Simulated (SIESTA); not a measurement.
W:

```
W
1.0
    -1.58234    1.58234    1.58234
     1.58234   -1.58234    1.58234
     1.58234    1.58234   -1.58234
W
1
Direct
  0.00000 0.00000 0.00000
```

* Program: SIESTA 5.4.2
* Task: single point
* Functional: PBE
* Potentials or basis: PseudoDojo 0.4 standard (PBE files)
* Basis: DZP (energy shift 0.003 Ry; two zetas on semicore shells)
* Grid cutoff: 800 Ry
* Energy shift: 0.003 Ry
* k mesh: 12 × 12 × 12
* Occupations: fermi-dirac, width 0.05 eV
* Spin: no spin polarisation

On this cell: pressure 9.9 GPa; band gap on the k mesh none (metal or under the smearing width).

The same run follows on a disturbed copy (cell strained at random at fixed volume):

```
W
1.0
    -1.54480    1.61508    1.63102
     1.57115   -1.54525    1.58754
     1.54570    1.54614   -1.56120
W
1
Direct
  0.01093 0.00770 0.02297
```

Task: What does the disturbed cell give?

Result: The energy (extrapolated to zero smearing) moves by +25.9 meV/atom; pressure 10.2 GPa; band gap on the k mesh none (metal or under the smearing width).

Stress tensor (GPa, compression positive):
```
16.25  0.68 -2.40
 0.68 10.06 -7.28
-2.40 -7.28  4.36
```

Caveats: short orbitals over semicore shells can move pressures by several GPa; the basis of atomic orbitals isn't converged, which shifts pressures, moduli and gaps.
